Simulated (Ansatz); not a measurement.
Zincblende LiCl, relaxed with r2SCAN in the plane-wave code Ansatz. Space group F-43m (No. 216), cubic; a = 5.466 Å in the conventional setting, 20.41 Å³ an atom. Li has 4 Cl at 2.37 Å; Cl has 4 Li at 2.37 Å.

The axes x, y and z are those of this cell:
```yaml
crystal:
  lattice:
    - [0.00000, 2.73304, 2.73304]
    - [2.73304, 0.00000, 2.73304]
    - [2.73304, 2.73304, 0.00000]
  atoms:
    - { symbol: Li, position: [0.00000, 0.00000, 0.00000] }
    - { symbol: Cl, position: [0.25000, 0.25000, 0.25000] }
```

Unstrained: PBE gives a direct gap of 6.049 eV at Γ. With r2SCAN the gap is 6.713 eV and direct, at Γ. HSE06 gives a direct gap of 7.385 eV at Γ. Meshes: PBE 8×8×8, r2SCAN 8×8×8, HSE06 6×6×6. Strains are changes of length per length. After each strain the atoms were relaxed again with r2SCAN within the symmetry that the strain leaves, so tilts or polar shifts that break it weren't tested; points keep the names that they have in the unstrained zone. No spin polarisation and no zero-point or thermal motion; the cell was built from a prototype and may be hypothetical.

(1) Estimate what epitaxial +4.62 % in the plane normal to [111], free normal strain -3.35 % does to the gap.

(2) Apply isotropic +4.02 % on every length. How far does the gap move, against the unstrained cell?

(3) Apply epitaxial +5.8 % in the xy plane, free normal strain -9.37 %. How far does the gap move, against the unstrained cell?

(4) Order the strained cells by their HSE06 gap, smallest first.
A. epitaxial +5.8 % in the xy plane
B. isotropic +4.02 % on every length
C. epitaxial +4.62 % in the plane normal to [111]

Answers

(1) PBE: the gap goes from 6.049 to 5.649 eV (-0.400 eV); with r2SCAN the top three valence levels at Γ, degenerate before, become 1+2 from the top over 254 meV. r2SCAN: the gap goes from 6.713 to 6.289 eV (-0.424 eV). HSE06: the gap goes from 7.385 to 6.963 eV (-0.422 eV). The r2SCAN energy rises by 12.3 meV an atom.

(2) PBE: the gap goes from 6.049 to 5.659 eV (-0.390 eV). r2SCAN: the gap goes from 6.713 to 6.298 eV (-0.415 eV). HSE06: the gap goes from 7.385 to 6.966 eV (-0.419 eV). The r2SCAN energy rises by 21.2 meV an atom.

(3) PBE: the gap goes from 6.049 to 5.827 eV (-0.222 eV); with r2SCAN the top three valence levels at Γ, degenerate before, become 1+2 from the top over 195 meV. r2SCAN: the gap goes from 6.713 to 6.495 eV (-0.218 eV). HSE06: the gap goes from 7.385 to 7.157 eV (-0.228 eV). The r2SCAN energy rises by 7.5 meV an atom.

(4) C (6.96 eV), B (6.97 eV), A (7.16 eV).

The meshes of the hybrids are coarse, so their gaps aren't converged to the digits shown.

The splittings at Γ are without spin-orbit coupling, which regroups them where it is of like size or larger.
